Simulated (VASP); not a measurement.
Input of a VASP 6.6.1 run:

File run.py:

```python
from ase.calculators.vasp import Vasp
from ase.dft.bandgap import bandgap
from ase.io import read

atoms = read('POSCAR')
calc = Vasp(
    directory='calc',
    xc='lda',
    pp='LDA',
    setups='recommended',
    prec='Accurate',
    encut=520,
    ediff=1e-07,
    ismear=-1,
    sigma=0.05,
    lreal=False,
    lasph=True,
    nelm=80,
    algo='Fast',
    isif=2,
    lwave=False,
    lcharg=False,
    kpts=[10, 10, 10],
    gamma=True,
)
atoms.calc = calc

print('energy (eV):', atoms.get_potential_energy())
print('free energy (eV):', atoms.get_potential_energy(force_consistent=True))
print('forces (eV/A):')
print(atoms.get_forces())
print('stress (eV/A^3, Voigt):', atoms.get_stress())
print('Fermi level (eV):', calc.get_fermi_level())
gap, top, bottom = bandgap(calc)
print('band gap (eV):', gap, 'from (spin, k, band)', top, 'to', bottom)
```

Contents of POSCAR:

```
BAs
1.0
    0.0000000000      2.3885000000      2.3885000000
    2.3885000000      0.0000000000      2.3885000000
    2.3885000000      2.3885000000      0.0000000000
As B
1 1
Direct
    0.7500000000      0.7500000000      0.7500000000
    0.0000000000      0.0000000000      0.0000000000
```

Potentials or basis: VASP PAW LDA potentials, release 64 (As, B).

Command:

```bash
$ python run.py
```

Question: What does it give for the band gap on the k mesh?

Answer: 1.12 eV, indirect (least direct gap 3.25 eV).

Question: Estimate the pressure.

Answer: -3.1 GPa.

A k mesh can miss the band edges. As with any semilocal functional, this LDA gap is likely too small.
